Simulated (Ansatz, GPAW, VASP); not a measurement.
PbSe: 4 runs at one level of theory

```
Pb Se
1.0
     0.00000    3.06065    3.06065
     3.06065    0.00000    3.06065
     3.06065    3.06065    0.00000
Pb Se
1 1
Direct
  0.00000 0.00000 0.00000
  0.50000 0.50000 0.50000
```

Alike in all runs: task single point; functional PBE; k mesh 8 × 8 × 8; occupations gaussian, width 0.025 eV; no spin polarisation; no spin-orbit coupling. Pressure is positive in compression and, in plane waves, holds the error of the finite cutoff, which Ansatz's Pulay term estimates and takes out.

| program and potentials | plane-wave cutoff (eV) | notes | band gap (eV) | pressure (GPa) |
| --- | --- | --- | --- | --- |
| Ansatz, Ansatz PAW | 420 | 15 valence electrons an atom on average | 0.29 | 2.43 |
| VASP, PBE PAW files Pb_d, Se, 520 eV | 520 | 10 valence electrons an atom on average | 0.29 | 2.42 |
| Ansatz, all-electron LAPW, scalar-relativistic | - | - | 0.28 | 2.43 |
| GPAW, GPAW PAW data sets (gpaw-data 1.2.1) | 600 | 10 valence electrons an atom on average | 0.24 | 2.22 |

The band gap spans 0.24 (GPAW, GPAW PAW data sets (gpaw-data 1.2.1)) to 0.29 eV (VASP, PBE PAW files Pb_d, Se, 520 eV), with all-electron results at 0.28. The pressure spans 2.22 (GPAW, GPAW PAW data sets (gpaw-data 1.2.1)) to 2.43 GPa (Ansatz, all-electron LAPW, scalar-relativistic), with all-electron results at 2.43. Spin-orbit coupling, left out here, moves the band edges of heavy atoms.

Differences between rows come from potentials, basis sets and numerical settings, since the functional is the same but for its coding. Runs on potential files found faulty are left out.
